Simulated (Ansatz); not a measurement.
# ZnSe: from supercell energies to defect levels (H interstitial)

Method: DFT PBE, scalar-relativistic, plane waves, PAW in Ansatz 0.2.0. (420 eV cutoff, 2×2×2 k-mesh, shifted by half a step, Gaussian smearing of 0.01 eV, collinear spin in charge 0 alone)

Host crystal, relaxed:

```cif
data_structure
_symmetry_space_group_name_H-M 'P 1'
_symmetry_Int_Tables_number 1
_cell_length_a 4.0530
_cell_length_b 4.0530
_cell_length_c 4.0530
_cell_angle_alpha 60.000
_cell_angle_beta 60.000
_cell_angle_gamma 60.000
_cell_volume 47.08
loop_
_atom_site_label
_atom_site_type_symbol
_atom_site_fract_x
_atom_site_fract_y
_atom_site_fract_z
_atom_site_occupancy
Zn1 Zn 0.00000 0.00000 0.00000 1
Se1 Se 0.75000 0.75000 0.75000 1
```

The H interstitial was set at (0.500, 0.500, 0.500) of the host cell, in a supercell of 32 sites (753 Å³), relaxed at fixed cell in each charge q, from a start with the atoms near it displaced at random. In charges +1, -1 some atom moved by up to 2.4 Å, so the relaxed defect can differ in kind from the start: near the site, 4 Se at 2.48 Å, 6 Zn at 2.87 Å became 1 Se at 1.49 Å, 1 Zn at 2.09 Å (charge +1); 1 Zn at 1.75 Å, 1 Zn at 1.76 Å (charge -1). The host's Kohn–Sham gap is 1.15 eV and its static dielectric constant 10.8 (mean). For each charge: the supercell's free energy over the neutral one with q electrons exchanged at the valence band top, F(q) − F(0) + qE_v; the image-charge term; and the term that aligns the potential far from the defect with the host's.

```csv
q,F(q) − F(0) + qE_v (eV),image charge (eV),alignment (eV)
+1,-2.188,0.212,0.005
0,0.000,0.000,0.000
-1,0.287,0.212,-0.061
```

Problem. Add the terms and find the levels between neighbouring charges, ε(q/q′) = [A(q′) − A(q)]/(q − q′), with and without the two corrections.

Solution. A(q): -1.971 eV for +1, 0.000 eV for 0, 0.438 eV for -1.
| level | corrected (eV over E_v) | uncorrected (eV) |
| --- | --- | --- |
| (+1/0) | 1.97 | 2.19 |
| (0/-1) | 0.44 | 0.29 |

As a check, a point charge in a simple cubic cell of this volume has q²αe²/(2εL) = 0.208 q² eV (e² = 14.40 eV Å, α = 2.837, L = 9.10 Å); the shape of the real cell can change it somewhat. The term grows as q², so it pushes donor levels down and acceptor levels up.

Problem. Which of these charges is lowest with the Fermi level at the valence band top, at mid-gap and at the conduction band bottom?

Solution. The line A(q) + qE_F that lies lowest gives the charge: +1 at E_F = 0.00 eV, +1 at E_F = 0.58 eV, +1 at E_F = 1.15 eV. The level (+1/0) lies above (0/-1), so charge 0 is never the lowest: a negative-U pattern, with a direct (+1/-1) level at 1.20 eV, outside this gap. (+1/0) falls outside this Kohn–Sham gap, so the change of charge isn't reached within it; the real gap is usually wider and may hold a localised level, while a level that comes from a carrier in the host's bands only marks the band edge and moves with it. Charges beyond those computed could lie lower near the band edges.

Problem. The neutral defect forms at 2.41 eV with atoms taken from and returned to the elements. What are the formation energies at those three Fermi levels, and what share of sites would hold the defect at 1200 K with E_F at mid-gap, if the host still stood at that temperature?

Solution. E_f = E_f(0) + A(q) + qE_F = 0.43, 1.01, 1.59 eV. In the dilute limit the share is exp(−E_f/k_BT) = exp(−1.011/0.1034) = 5.7×10⁻⁵, leaving out degeneracy and vibrational entropy. This is the H-rich limit; a poorer supply of H, or a competing compound of it, raises E_f. The small cell and the narrow Kohn–Sham gap leave errors of tenths of an eV or more, which change the share by orders of magnitude.